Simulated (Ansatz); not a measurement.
Runs of Ansatz 0.2.0 on CdS (Greenockite). It takes space group P6_3mc (No. 186, hexagonal). Conventional cell: a = 4.150 Å, b = 4.150 Å, c = 6.737 Å, α = 90.00°, β = 90.00°, γ = 120.00°. Around Cd (site symmetry 3m) lie 4 S at 2.53 to 2.54 Å. S (site symmetry 3m) is surrounded by 4 Cd at 2.53 to 2.54 Å. 

```tsv
level	cutoff (eV)	gap on the mesh (eV)	pressure (GPa)	largest force (eV/Å)
r2SCAN50	500	4.75	-0.4	0.07
r2SCAN0	500	3.17	0.1	0.06
HSE03	420	2.03	1.1	0.06
HSEsol	420	2.08	-1.2	0.06
PBEsol0	420	(a)	-1.4	0.06
HSE06	420	(b)	1.0	0.06
HF	420	8.61	6.2	0.08
B3LYP	420	2.49	3.6	0.06
```

Alike in all rows: task band structure; potentials or basis Ansatz PAW; no spin polarisation; cell as given; k mesh 4 × 4 × 2; smearing fermi-dirac 0.05 eV; the mesh is coarse, so values aren't converged.

Question: Fill in the values left out.

Answer: (a) 2.76; (b) 2.23.

Caveats: all runs use coarse meshes; the PAW data sets come from PBE, with cores solved anew for the run's functional, which leaves a small shift of forces and pressure; the thresholds are loose for stress.

A k mesh can miss the band edges, and the runs leave out spin-orbit coupling on Cd.
